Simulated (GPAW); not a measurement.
# WC in GPAW: the effect of volume over the given one

Crystal: WC.

```xyz
2
Lattice="1.6403 -2.1180 0.0000 1.6403 2.1180 0.0000 0.0000 0.0000 4.3094" Properties=species:S:1:pos:R:3 pbc="T T T"
W     1.6403    0.0000    2.1547
C     0.0000    0.0000    0.0000
```

The cell was built by a generator and needn't be a form met in nature.

Alike in all runs:

```yaml
Program: GPAW 26.7.0
Task: phonons
Functional: PBE
Potentials_or_basis: GPAW PAW data sets (gpaw-data 1.2.1)
Cutoff: 680 eV
Basis: pw
Occupations: fermi-dirac, width 0.05 eV
Spin: no spin polarisation
```

Each run relaxes the cell or the atoms first.

| volume over the given one | k mesh | pressure (GPa) |
| --- | --- | --- |
| 1 | 9 × 9 × 5 | -32.6 |
| 0.95 | 9 × 9 × 6 | -28.3 |
| 0.9 | 9 × 9 × 6 | -22.0 |
| 0.85 | 9 × 9 × 6 | -13.2 |
| 0.8 | 9 × 9 × 6 | -0.8 |
| 1.05 | 9 × 9 × 5 | ? |

Task: What does the run with volume over the given one 1.05 give?

Result: Pressure -35.6 GPa.

Worked out: A parabola through the other rows of the pressure, of slope 2.89 GPa per unit of volume over the given one there, extrapolates to -33.6 GPa, against the run's -35.6.

Caveats: the cutoff is short for stress and forces, so pressures can be off by a GPa or more; some modes are imaginary; the cell is more than 3 GPa from zero pressure, which shifts response properties (some runs).
